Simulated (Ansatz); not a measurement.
Crystal: Hf.

```
CELL_PARAMETERS angstrom
3.19670 0.00000 0.00000
-1.59835 2.76842 0.00000
0.00000 0.00000 5.05780
ATOMIC_POSITIONS crystal
Hf 0.66667 0.33333 0.75000
Hf 0.33333 0.66667 0.25000
```

```yaml
Program: Ansatz 0.2.0
Task: single point
Functional: PBE
Potentials_or_basis: all-electron LAPW, scalar-relativistic
Cutoff: 213 eV (chosen from the basis error)
Basis_error_allowed: 0.001 eV/atom
k_mesh: 10 × 10 × 5
Occupations: fermi-dirac, width 0.05 eV
Spin: no spin polarisation
```

On this cell: pressure 0.6 GPa; largest force under 0.003 eV/Å; band gap on the k mesh none (metal or under the smearing width).

The same run follows on a disturbed copy (atoms moved at random, drawn with an rms of 0.05 Å):

```
CELL_PARAMETERS angstrom
3.19670 0.00000 0.00000
-1.59835 2.76842 0.00000
0.00000 0.00000 5.05780
ATOMIC_POSITIONS crystal
Hf 0.67080 0.34630 0.75451
Hf 0.32565 0.67287 0.24668
```

What changes?

The energy (extrapolated to zero smearing) moves by +2.1 meV/atom; pressure 0.7 GPa; largest force 0.166 eV/Å; band gap on the k mesh none (metal or under the smearing width).

Forces on the atoms (eV/Å):
```
Hf  -0.063 -0.043 -0.147
Hf   0.063  0.043  0.147
```

Stress tensor (GPa, compression positive):
```
0.92 0.25 0.05
0.25 0.57 0.04
0.05 0.04 0.54
```
